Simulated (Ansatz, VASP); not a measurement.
# One calculation of AlN, two programs

```
Al N
1.0
    -3.11356    0.00000    0.00000
    -1.55678   -2.69642    0.00000
    -0.12973   -0.22470    9.96670
Al N
4 4
Direct
  0.33333 0.25796 0.90451
  0.33333 0.29962 0.40451
  0.66667 0.65379 0.15451
  0.66667 0.61212 0.65451
  0.33333 0.32538 0.09549
  0.33333 0.28371 0.59549
  0.66667 0.63788 0.34549
  0.66667 0.59621 0.84549
```

Alike in both runs: task single point; functional PBEsol; k mesh 8 × 8 × 3; occupations gaussian, width 0.05 eV; no spin polarisation.

|  | VASP | Ansatz |
| --- | --- | --- |
| version | VASP 6.6.1 | Ansatz 0.2.0 |
| potentials or method | VASP PAW PBE potentials, release 64 (Al, N) | scalar-relativistic, plane waves, PAW |
| plane-wave cutoff (eV) | 520 | 520 |
| valence electrons in the cell | 32 | 32 |

```csv
,VASP,Ansatz,Ansatz less VASP
gap on the k mesh at the Fermi level (eV),4.02,4.00,-0.015
least direct gap on the mesh (eV),4.02,4.00,-0.015
pressure (GPa),-0.2,-0.1,+0.04
largest component of the traceless stress (GPa),2.23,2.22,-0.008
rms of the force components (eV/Å),0.141,0.141,-0.0002
```

Atom by atom the forces differ by 0.000 eV/Å (rms over components). Ansatz warned: «pseudo_functional_mismatch».

Caveats: the PAW data sets were made with another functional, which shifts forces and pressure a little (VASP); an odd mesh through Γ misses points on the zone boundary, where band edges often lie.
